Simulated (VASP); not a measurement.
Write the native input for VASP 6.6.1 that does the following.

```yaml
Task: relaxation of cell and atoms
Functional: PBE
Potentials_or_basis: VASP PAW PBE potentials, release 64 (Ta_pv, C)
Cutoff: 600 eV
k_mesh: 16 × 16 × 16
Occupations: gaussian, width 0.1 eV
Spin: no spin polarisation
Further_INCAR_settings: ALGO = Normal; EDIFF = 1e-07; IBRION = 2; EDIFFG = -0.005; NSW = 90; ISIF = 3
```

The structure of TaC lies in POSCAR:

```
TaC
1.0
    0.0000000000      2.2338976900      2.2338976900
    2.2338976900      0.0000000000      2.2338976900
    2.2338976900      2.2338976900      0.0000000000
Ta C
1 1
Direct
    0.0000000000      0.0000000000      0.0000000000
    0.5000000000      0.5000000000      0.5000000000
```

The cell is a database's computed one.

The input as run:

INCAR

```
PREC = Accurate ; ENCUT = 600
EDIFF = 1E-7 ; ISMEAR = 0
SIGMA = 0.1 ; LREAL = F
LASPH = T ; NELM = 100
ALGO = Normal ; ISIF = 3
LWAVE = F ; LCHARG = F
GGA = PE ; IBRION = 2
NSW = 90 ; EDIFFG = -0.005
```

KPOINTS

```
regular mesh
0
Gamma
  16 16 16
```

Potentials or basis: VASP PAW PBE potentials, release 64 (Ta_pv, C).

Command:

```sh
$ cat potpaw_PBE.64/Ta_pv/POTCAR potpaw_PBE.64/C/POTCAR > POTCAR
$ mpirun -np 1 vasp_std > vasp.out
```

It gave:

| Quantity | Value |
| --- | --- |
| Relaxed volume | 11.22 Å³/atom |
| Relaxed cell | a = 3.166 Å, b = 3.166 Å, c = 3.166 Å, α = 60.00°, β = 60.00°, γ = 60.00° |
| Space group after relaxing (to 0.05 Å) | Fm-3m (No. 225) |
| Energy gained by relaxing | 0.5 meV/atom |
| Ionic steps | 3 |
| Pressure after relaxing | 0.0 GPa |
| Band gap on the k mesh | none (metal or under the smearing width) |

Run time: 64 s on 1 thread of AMD EPYC 9R14 (Zen 4), on a shared host, peak memory 0.17 GiB.
